**Kohn-Sham gap of germanium: program spread, functional error and the hidden L level**

The table holds the band gap of one fixed two-atom Ge cell from twelve Kohn-Sham runs (LDA, Xα, several GGAs, r2SCAN) in different programs, set against the measured indirect gap of 0.744 eV. The program compares the spread of four PBE results with their common error and tests a parameter-free charge balance among three Γ valence states, one Γ conduction state and four L states, which locates the L level from the Fermi energy of smeared runs. The PBE error is about eight times the program spread, and the balance reproduces the reported smearing entropy within 6.5 % and the known HCTH407 L level within 0.025 eV. The inferred Γ-to-L gaps of HCTH407, RPBE and r2SCAN are nearly equal, about 0.3 eV below the measured value, so the large steps among their printed gaps come mostly from the Γ level. Rough recalled shifts for spin-orbit coupling and cell relaxation are printed as orders of magnitude.

Calculated values. Kohn-Sham band gaps of diamond-structure germanium (fixed two-atom cell, edges 4.001 Å, no spin polarisation) from several density-functional programs, searched on the k-mesh, with 0 for a metal. The last column subtracts the measured indirect Γ-L gap of 0.744 eV (photoluminescence fit, Varshni value at T = 0; arXiv:2003.00143; values found: 0.66 to 0.89 eV).

## Analysis program

```python
# Table: Kohn-Sham band gap (eV) of Ge in one fixed diamond cell; 12 runs, several programs,
# LDA/Xalpha/GGA/meta-GGA. Tested: program spread against functional error, and a parameter-free
# occupation model (3 Gamma valence, 1 Gamma conduction, 4 L states) that locates the L level.
T = {
    'program': ['SIRIUS 7.12.0', 'SIESTA 5.4.2', 'Quantum ESPRESSO 7.5', 'ABINIT 10.8.3 (1)', 'FLEUR MaX-R8.1 (patched build s14)', 'ABINIT 10.8.3 (2)', 'ABINIT 10.8.3 (3)', 'exciting sodium', 'GPAW 26.7.0', 'ABINIT 10.8.3 (4)', 'FLEUR MaX-R8.1 (later development tree)', 'ABINIT 10.8.3 (5)'],
    'level': ['LDA', 'PBE', 'PBE', 'LDA', 'Xalpha', 'LDA', 'PW91', 'PBE', 'PBE', 'HCTH407', 'RPBE', 'r2SCAN'],
    'how': ['Kohn-Sham, on the mesh', 'Kohn-Sham, on the mesh', 'Kohn-Sham, on the mesh', 'Kohn-Sham, on the mesh', 'Kohn-Sham, on the mesh', 'Kohn-Sham, on the mesh', 'Kohn-Sham, on the mesh', 'Kohn-Sham, on the mesh', 'Kohn-Sham, on the mesh', 'Kohn-Sham, on the mesh', 'Kohn-Sham, on the mesh', 'Kohn-Sham, on the mesh'],
    'pot': ['all electron FP LAPW', 'PseudoDojo 0.4 standard NC', 'PseudoDojo 0.4.1 SR PBE standard', 'PseudoDojo NC SR LDA v0.4.1 standard', 'all electron', 'HGH LDA', 'PseudoDojo NC SR PBE v0.4.1 standard', 'all electron LAPW+lo, shipped species files', 'GPAW PAW data sets (gpaw data 1.2.1)', 'JTH PAW PBE v2.0', 'all electron', 'JTH PAW PBE v2.0'],
    'cut': [None, None, 1061, 952, None, 299, 1061, None, 600, 544, None, 653],  # eV
    'k': ['8x8x8', '8x8x8', '16x16x16', '6x6x6', '8x8x8', '6x6x6', '8x8x8', '8x8x8', '8x8x8', '8x8x8', '8x8x8', '6x6x6'],
    'y': [0.0, 0.0, 0.0, 0.0, 0.0, 0.0, 0.0, 0.03, 0.09, 0.101, 0.346, 0.398],  # eV
    'err': [-0.74, -0.74, -0.74, -0.74, -0.74, -0.74, -0.74, -0.71, -0.65, -0.64, -0.4, -0.35],  # eV
}
import re, numpy as np
from scipy import constants as C
from scipy.optimize import brentq
y = np.array(T['y'], float); err = np.array(T['err'], float)
Nk = [int(np.prod([int(a) for a in re.findall(r'\d+', s)])) for s in T['k']]
row = lambda s: [i for i in range(len(y)) if s == T['level'][i] or s in T['program'][i]][0]
Em, V, kT = 0.744, 2*22.64, 0.05   # caption: measured gap, cell volume; run output: smearing
so = 0.29/3                        # rough recalled spin-orbit splitting, valence top rises by a third
print(f"measured {Em} eV; largest mismatch of err with y - measured {abs(y-Em-err).max():.3f} eV (rounding 0.005)")
print(f"spin-orbit shift (rough, recalled) {so:.2f} eV; kT at 300 K {C.k*300/C.e:.3f} eV")
print("program | functional | gap eV | % of measured | gap less shift eV | k-points | plane waves")
for i in range(len(y)):
    c = T['cut'][i]
    pw = '-' if c is None else f"{V*1e-30*(2*C.m_e*float(c)*C.e/C.hbar**2)**1.5/(6*np.pi**2):.0f}"
    print(f"{T['program'][i][:17]} | {T['level'][i]} | {y[i]:.3f} | {100*y[i]/Em:.0f} | {max(0,y[i]-so):.2f} | {Nk[i]} | {pw}")
p = np.array([l == 'PBE' for l in T['level']]); sp = np.ptp(y[p]); me = (y[p]-Em).mean()
print(f"zero rows {int((y==0).sum())} of {len(y)}; smallest error {(y-Em).max():.3f} eV; mean error {(y-Em).mean():.3f} eV")
print(f"PBE, {p.sum()} programs: spread {sp:.3f} eV, mean error {me:.3f} eV, ratio {abs(me)/sp:.1f}")
for a, b in [('exciting','RPBE'), ('GPAW','HCTH407'), ('GPAW','r2SCAN'), ('HCTH407','r2SCAN'), ('RPBE','r2SCAN')]:
    print(f"step {a} to {b}: {y[row(b)]-y[row(a)]:+.3f} eV")
cu = [float(c) for c in T['cut'] if c is not None]
print(f"size ratios: k-points max/min {max(Nk)/min(Nk):.0f}; plane waves max/min {(max(cu)/min(cu))**1.5:.1f}")
# Further outputs of the same runs: vbm, cbm, Fermi energy, TS, direct gap (eV)
O = {'GPAW': (5.979253, 6.069486, 6.043796, 0.000673, 0.090233),
     'HCTH407': (6.869301, 6.970738, 6.957428, 0.00040294, 0.10144),
     'RPBE': (6.66299, 7.00859, 6.848026, 0.00013982, 0.3456),
     'r2SCAN': (6.793891, 7.191625, 6.996317, 0.0002528, 0.39773)}
L0, dv, dc = 7.2612, 6.8693-6.5449, 7.3839-7.2612   # HCTH407 eigenvalues: L level, neighbour offsets
f = lambda e: 1/(1+np.exp(e/kT))
s = lambda x: -(x*np.log(x)+(1-x)*np.log(1-x))
print("occupation model: 3 holes(Gamma v) = electrons(Gamma c) + 4 electrons(L); energies eV")
print("row | Gamma gap | L gap | with neighbours | L error | L error with shift | TS misfit % | same, Gamma only %")
G, mis = {}, []
for n, (v, c, mu, ts, d) in O.items():
    h, e, N = f(mu-v), f(c-mu), Nk[row(n)]
    L = brentq(lambda x: 3*h-e-4*f(x-mu), mu-0.3, mu+1)
    L2 = '-'
    if N == 512:
        x2 = brentq(lambda x: 3*h+16*f(mu-v+dv)-e-4*f(x-mu)-8*f(x+dc-mu), mu-0.3, mu+1)
        L2 = f"{x2-v:.2f}"
    g = 3*s(h)+s(e); S = ts*N/(2*kT); m = 100*((g+4*s(f(L-mu)))/S-1)
    G[n] = L-v; mis.append(abs(m))
    print(f"{n} | {c-v:.3f} | {L-v:.2f} | {L2} | {L-v-Em:+.2f} | {L-v-so-Em:+.2f} | {m:+.1f} | {100*(g/S-1):+.0f}")
Lg = L0-O['HCTH407'][0]
print(f"HCTH407 L gap from eigenvalues {Lg:.3f} eV (error {Lg-Em:+.3f}), model off by {G['HCTH407']-Lg:+.3f} eV")
print(f"HCTH407 L above Gamma by {L0-O['HCTH407'][1]:.3f} eV; worst TS misfit {max(mis):.1f} %")
print(f"step HCTH407 to r2SCAN in L gap (eigenvalue to model) {G['r2SCAN']-Lg:+.2f} eV")
# TS (eV) of zero-gap rows with Fermi-Dirac smearing, run outputs; SIESTA from U - F
Z = {'(1)': 0.0020144, '(2)': 0.0018562, 'PW91': 0.00077089, 'Xalpha': 0.0011605, 'SIESTA': 0.00072}
cap = 4*s(0.75); SZ = {n: t*Nk[row(n)]/(2*kT) for n, t in Z.items()}
print(f"zero rows, summed entropy TS*Nk/(2kT); the four Gamma states give at most {cap:.2f}")
for n in Z: print(f"  {T['program'][row(n)][:17]} {T['level'][row(n)]}: {SZ[n]:.2f}")
# pressures (GPa) of runs without a stress warning; 0.1 eV/GPa rough recalled Gamma coefficient
P = {'SIESTA PBE': 6.93, 'GPAW PBE': 3.90, 'PW91': 3.49, 'r2SCAN': 0.57}
print("pressure GPa (order of Gamma-gap drop on relaxing, eV): " + "; ".join(f"{n} {q} ({0.1*q:.1g})" for n, q in P.items()))
assert (err < 0).all() and sp < 0.2*abs(me)
assert all(abs(o[1]-o[0]-o[4]) < 1e-4 for o in O.values())
assert max(mis) < 10 and abs(G['HCTH407']-Lg) < 0.05
assert min(SZ.values()) > cap
```

It prints:

```
measured 0.744 eV; largest mismatch of err with y - measured 0.004 eV (rounding 0.005)
spin-orbit shift (rough, recalled) 0.10 eV; kT at 300 K 0.026 eV
program | functional | gap eV | % of measured | gap less shift eV | k-points | plane waves
SIRIUS 7.12.0 | LDA | 0.000 | 0 | 0.00 | 512 | -
SIESTA 5.4.2 | PBE | 0.000 | 0 | 0.00 | 512 | -
Quantum ESPRESSO  | PBE | 0.000 | 0 | 0.00 | 4096 | 3553
ABINIT 10.8.3 (1) | LDA | 0.000 | 0 | 0.00 | 216 | 3020
FLEUR MaX-R8.1 (p | Xalpha | 0.000 | 0 | 0.00 | 512 | -
ABINIT 10.8.3 (2) | LDA | 0.000 | 0 | 0.00 | 216 | 532
ABINIT 10.8.3 (3) | PW91 | 0.000 | 0 | 0.00 | 512 | 3553
exciting sodium | PBE | 0.030 | 4 | 0.00 | 512 | -
GPAW 26.7.0 | PBE | 0.090 | 12 | 0.00 | 512 | 1511
ABINIT 10.8.3 (4) | HCTH407 | 0.101 | 14 | 0.00 | 512 | 1305
FLEUR MaX-R8.1 (l | RPBE | 0.346 | 47 | 0.25 | 512 | -
ABINIT 10.8.3 (5) | r2SCAN | 0.398 | 53 | 0.30 | 216 | 1716
zero rows 7 of 12; smallest error -0.346 eV; mean error -0.664 eV
PBE, 4 programs: spread 0.090 eV, mean error -0.714 eV, ratio 7.9
step exciting to RPBE: +0.316 eV
step GPAW to HCTH407: +0.011 eV
step GPAW to r2SCAN: +0.308 eV
step HCTH407 to r2SCAN: +0.297 eV
step RPBE to r2SCAN: +0.052 eV
size ratios: k-points max/min 19; plane waves max/min 6.7
occupation model: 3 holes(Gamma v) = electrons(Gamma c) + 4 electrons(L); energies eV
row | Gamma gap | L gap | with neighbours | L error | L error with shift | TS misfit % | same, Gamma only %
GPAW | 0.090 | 0.20 | 0.20 | -0.55 | -0.65 | -6.5 | -35
HCTH407 | 0.101 | 0.42 | 0.40 | -0.33 | -0.42 | -4.2 | -6
RPBE | 0.346 | 0.42 | 0.43 | -0.32 | -0.42 | -2.4 | -29
r2SCAN | 0.398 | 0.44 | - | -0.30 | -0.40 | -0.7 | -35
HCTH407 L gap from eigenvalues 0.392 eV (error -0.352), model off by +0.025 eV
HCTH407 L above Gamma by 0.290 eV; worst TS misfit 6.5 %
step HCTH407 to r2SCAN in L gap (eigenvalue to model) +0.05 eV
zero rows, summed entropy TS*Nk/(2kT); the four Gamma states give at most 2.25
  ABINIT 10.8.3 (1) LDA: 4.35
  ABINIT 10.8.3 (2) LDA: 4.01
  ABINIT 10.8.3 (3) PW91: 3.95
  FLEUR MaX-R8.1 (p Xalpha: 5.94
  SIESTA 5.4.2 PBE: 3.69
pressure GPa (order of Gamma-gap drop on relaxing, eV): SIESTA PBE 6.93 (0.7); GPAW PBE 3.9 (0.4); PW91 3.49 (0.3); r2SCAN 0.57 (0.06)
```
